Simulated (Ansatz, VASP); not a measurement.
## LiF in VASP and in Ansatz

The input INCAR:

```
SYSTEM = LiF
PREC     = Accurate       ! precision mode
ENCUT    = 520            ! plane-wave cutoff, eV
EDIFF    = 1E-8           ! SCF threshold, eV
ISMEAR   = -1             ! smearing method
SIGMA    = 0.03           ! smearing width, eV
LREAL    = .FALSE.        ! projectors in reciprocal space
LASPH    = .TRUE.         ! aspherical terms in the spheres
NELM     = 100            ! most SCF steps
ALGO     = Normal         ! electronic algorithm
ISIF     = 2              ! what is computed and relaxed
LWAVE    = .FALSE.        ! write WAVECAR
LCHARG   = .FALSE.        ! write CHGCAR
GGA      = PE             ! functional
LEFG     = .TRUE.       
NBANDS   = 12             ! bands
```

File KPOINTS:

```
regular mesh
0
G
  10 10 10
  0 0 0
```

File POSCAR:

```
LiF
1.0
   -0.0402800000      1.9938600000      1.9938600000
    1.9938600000     -0.0402800000      1.9938600000
    1.9938600000      1.9938600000     -0.0402800000
Li F
1 1
Direct
    0.0000000000      0.0000000000      0.0000000000
    0.5000000000      0.5000000000      0.5000000000
```

Input for Ansatz:

```yaml
crystal:
  lattice:
    - [-0.04028, 1.99386, 1.99386]
    - [1.99386, -0.04028, 1.99386]
    - [1.99386, 1.99386, -0.04028]
  atoms:
    - { symbol: Li, position: [0.0, 0.0, 0.0] }
    - { symbol: F, position: [0.5, 0.5, 0.5] }
kpoints:
  mp_grid: { grid: [10, 10, 10] }
scf:
  occupations: { method: fermi_dirac, width: 0.03 }
hamiltonian:
  xc: pbe
  pseudopotentials: { kind: all_electron, datasets: crystal }
output:
  forces: true
  stress: true
  eigenvalues: true
  efg: { contact_densities: true }
```

Change from the starting cell: equal xy, yz and zx shear strains of -2 %, crystal datasets.

Alike in both runs: task electric field gradients; functional PBE; k mesh 10 × 10 × 10; occupations fermi-dirac, width 0.03 eV; no spin polarisation.

```csv
,VASP,Ansatz
version,VASP 6.6.1,Ansatz 0.2.0
potentials or method,"VASP PAW PBE potentials, release 64 (Li_sv, F)","all-electron PAW with datasets made for the crystal, scalar-relativistic"
plane-wave cutoff (eV),520,see its input
```

VASP gave:

```
gap on the k mesh at the Fermi level (eV)                      : 8.98
Vzz of the field gradient on the site that differs most (V/Å²) : -5.1
```

Which values does Ansatz return?

gap on the k mesh at the Fermi level (eV): 8.96; Vzz of the field gradient on the site that differs most (V/Å²): -5.0.

Ansatz ran all-electron here, so the differences hold the error of VASP's frozen core and of both bases.

 A k mesh can miss the band edges.
